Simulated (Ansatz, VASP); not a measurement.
**CdTe: VASP beside Ansatz**

The input INCAR:

```
SYSTEM = CdTe
  PREC = Accurate
  ENCUT = 520
  EDIFF = 1E-7
  ISMEAR = 0
  SIGMA = 0.05
  LREAL = .False.
  LASPH = .True.
  NELM = 80
  ALGO = Normal
  ISIF = 2
  LWAVE = .False.
  LCHARG = .False.
  GGA = PS
  NBANDS = 16
```

KPOINTS

```
Automatic mesh
0
Gamma
  6 6 6
  0 0 0
```

File POSCAR:

```
CdTe
1.0
    0.0000000000      3.0443556759      3.0443556759
    3.0443556759      0.0000000000      3.0443556759
    3.0443556759      3.0443556759      0.0000000000
Cd Te
1 1
Direct
    0.0000000000      0.0000000000      0.0000000000
    0.5000000000      0.5000000000      0.5000000000
```

Input for Ansatz:

```yaml
crystal:
  lattice:
    - [0.0, 3.0443556759, 3.0443556759]
    - [3.0443556759, 0.0, 3.0443556759]
    - [3.0443556759, 3.0443556759, 0.0]
  atoms:
    - { symbol: Cd, position: [0.0, 0.0, 0.0] }
    - { symbol: Te, position: [0.5, 0.5, 0.5] }
kpoints:
  mp_grid: { grid: [6, 6, 6] }
hamiltonian:
  xc: pbesol
scf:
  occupations: { method: gaussian, width: 0.05 }
  n_extra_bands: 4
output:
  forces: true
  stress: true
  eigenvalues: true
```

Alike in both runs: task single point; functional PBEsol; k mesh 6 × 6 × 6; occupations gaussian, width 0.05 eV; no spin polarisation.

|  | VASP | Ansatz |
| --- | --- | --- |
| version | VASP 6.6.1 | Ansatz 0.2.0 |
| potentials or method | VASP PAW PBE potentials, release 64 (Cd, Te) | plane waves |
| plane-wave cutoff (eV) | 520 | 420 |
| valence electrons in the cell | 18 | 36 |

```csv
,VASP,Ansatz,Ansatz less VASP
pressure (GPa),-2.0,-2.2,-0.20
```

The functional is the same, so the differences come from potentials, cutoffs and numerics. The two sets of potentials don't hold the same shells in valence.

Caveats: the PAW data sets were made with another functional, which shifts forces and pressure a little (VASP). Spin-orbit coupling is left out, which matters for the levels of Te.
